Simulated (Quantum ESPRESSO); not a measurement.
**AlNi3 under changes of volume**

One of the cells (10.932 Å³/atom); the others are scaled copies at fixed shape and fractional positions:

```
CELL_PARAMETERS angstrom
3.52305 0.00000 0.00000
0.00000 3.52305 0.00000
0.00000 0.00000 3.52305
ATOMIC_POSITIONS crystal
Ni 0.50000 0.50000 0.00000
Ni 0.50000 0.00000 0.50000
Ni 0.00000 0.50000 0.50000
Al 0.00000 0.00000 0.00000
```

The cell is a database's computed one.

* Program: Quantum ESPRESSO 7.5
* Functional: LDA
* Potentials or basis: GBRV 1.5 LDA
* Cutoff: 612 eV
* Density cutoff: 4898 eV
* k mesh: 8 × 8 × 8
* Occupations: fermi-dirac, width 0.05 eV
* Spin: collinear spin, ferromagnetic start
* Starting moments: [1.0, 1.0, 1.0, 0.0] μB

```tsv
volume (Å³/atom)	energy over the lowest point (meV/atom)	pressure (GPa)	moment (μB per cell)
10.276	5.34	6.2	0.37
10.495	0.00	1.2	0.43
10.713	1.10	-3.3	0.48
10.932	8.01	-7.3	0.52
11.151	?	?	?
11.369	36.66	-14.0	0.58
11.588	57.37	-16.8	0.61
```

What does the run at 11.151 Å³/atom give?

Energy over the lowest point 20.05 meV/atom; pressure -10.9 GPa; moment 0.55 μB per cell.

Worked out: A Birch-Murnaghan fit of order 3 (a polynomial in V^(-2/3)) to the other rows has its minimum at 10.56 Å³/atom with B0 = V·E''(V) = 221 GPa and B' = 4.6. It gives 20.08 meV/atom at 11.151 Å³/atom, against the run's 20.05, and -dE/dV = -10.6 GPa, against -10.9. A parabola through the other rows of the moment, of slope 0.148 μB per Å³/atom there, gives 0.56 μB, against the run's 0.55.

Energies are extrapolated to zero smearing.
